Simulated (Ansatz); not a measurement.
The calculation used DFT PBE, scalar-relativistic, plane waves, PAW in Ansatz 0.2.0. Settings: cutoff 420 eV, Γ-centred meshes spaced at most about 0.3 Å⁻¹, and about 0.25 Å⁻¹ or finer for metals (2π included), Gaussian smearing. No spin polarisation.

Temperature and zero-point effects are left out.

Compare these two cells of CuSbSe4, each relaxed at this level.

A.

Space group P2/m (No. 10). a = 6.733 Å, b = 3.681 Å, c = 7.695 Å, α = 90.00°, β = 99.64°, γ = 90.00°
```csv
atom,site,symmetry,x,y,z
Cu,1a,2/m,0.0000,0.0000,0.0000
Sb,1e,2/m,0.5000,0.5000,0.0000
Se,2m,m,0.4397,0.0000,0.2362
Se,2n,m,0.8970,0.5000,0.1608
```

B.

Space group P4mm (No. 99). a = 5.172 Å, b = 5.172 Å, c = 5.492 Å, α = 90.00°, β = 90.00°, γ = 90.00°
```json
{"atom": "Cu", "site": "1a", "symmetry": "4mm", "x": "0.0000", "y": "0.0000", "z": "0.0613"}
{"atom": "Sb", "site": "1b", "symmetry": "4mm", "x": "0.5000", "y": "0.5000", "z": "0.3483"}
{"atom": "Se", "site": "2c", "symmetry": "2mm.", "x": "0.5000", "y": "0.0000", "z": "0.0450"}
{"atom": "Se", "site": "2c", "symmetry": "2mm.", "x": "0.5000", "y": "0.0000", "z": "0.5778"}
```

Problem. Which form is favoured at zero pressure, and by what margin per atom?

Solution. A is lower, by 142 meV/atom. A has space group P2/m (No. 10), 31.3 Å³/atom and no gap on its mesh; B has space group P4mm (No. 99), 24.5 Å³/atom and no gap. Counting Se atoms around Cu and Sb (those within 1.25 times the shortest such distance or 1.15 times the sum of covalent radii), A has Cu 4, Sb 6 and B has Cu 4, Sb 8. B holds Se–Se pairs (shortest 2.57 Å); in A the shortest Se–Se distance is 3.03 Å. In A, Cu is surrounded by 4 Se at 2.38 Å; around Sb lie 6 Se at 2.66–2.75 Å; around Se on its first site lie 2 Sb at 2.66 Å; 1 more site not described. In B, Cu is surrounded by 4 Se at 2.59 Å; Sb has 4 Se at 2.88 Å and 4 Se at 3.08 Å; around Se on its first site lie 1 Se at 2.57 Å, 2 Cu at 2.59 Å, 1 Se at 2.93 Å and 2 Sb at 3.08 Å; 1 more site not described. Both come from invented guesses.

No dispersion correction is applied, so the spacing and binding between layers, chains or molecules are poorly described (P2/m), and this can change margins and order among such cells. These runs have no spin–orbit coupling, which can matter for Sb. No Hubbard U is applied to the 3d shell of Cu. Cells relaxed within their symmetry can be saddle points.
